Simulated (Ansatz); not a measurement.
# Te2Pt: the cost of one run

Computed with Ansatz 0.2.0 (DFT LDA, scalar-relativistic, plane waves, PAW, unless a step's input says otherwise).

The COD entry's cell or inner coordinates are ideal or old and differ from later refinements, so a difference from it is no clean test against experiment.

18 further runs of the same task are left out: 18 set aside as unsound or not needed.

### Step 1. Starting point

It takes space group P-3m1 (No. 164, trigonal). The conventional cell has a = 4.020 Å, b = 4.020 Å, c = 5.091 Å, α = 90.00°, β = 90.00°, γ = 120.00°. Around Te (site symmetry 3m) lie 3 Pt at 2.68 Å. Pt (site symmetry -3m) has 6 Te at 2.68 Å as nearest neighbours.

As a file:

```
Te Pt
1.0
     4.01972    0.00000    0.00000
    -2.00986    3.48118    0.00000
     0.00000    0.00000    5.09085
Te Pt
2 1
Cartesian
  0.0000 2.3208 1.3405
  2.0099 1.1604 3.7504
  0.0000 0.0000 0.0000
```

This cell was relaxed beforehand with the same method: volume 23.75 Å³/atom, gap on the mesh none (metal).

### Step 2. The scan

The energy is mapped over volume and the cell's shape.

- volume per atom: 7 values from 20.90 to 26.60 Å³
- c/a of the conventional cell: 7 values from 1.123 to 1.429

Nothing else is relaxed (fractional coordinates fixed). Energies count from the relaxed crystal. Points are written as (first, second).

### Step 3. The run at (20.90 Å³, 1.217)

The input, input.yaml:

```yaml
crystal:
  lattice:
    - [3.9039297149, 0.0, 0.0]
    - [-1.9519648574, 3.3809023077, 0.0]
    - [0.0, 0.0, 4.7495208911]
  atoms:
    - { symbol: Te, position: [0.3333333333, 0.6666666667, 0.2633098781] }
    - { symbol: Te, position: [0.6666666667, 0.3333333333, 0.7366901219] }
    - { symbol: Pt, position: [0.0, 0.0, 0.0] }
basis:
  ecutwfc: 420
kpoints:
  mp_grid: { grid: [12, 12, 10] }
hamiltonian:
  xc: lda
  pseudopotentials: { kind: paw, azcp: { folder: soft_1 } }
scf:
  occupations: { method: gaussian, width: 0.15 }
output:
  forces: true
  stress: true
  eigenvalues: true
```

Launch:

```console
$ ansatz run input.yaml --threads 1 --pin off --max-ram 2048MiB --backend cpu --events-out ev --progress --plain --runs-dir out
```

What time and memory should one allow on 1 thread of Arm Neoverse N1, shared host?

About 27 s, with a peak of 0.46 GiB.
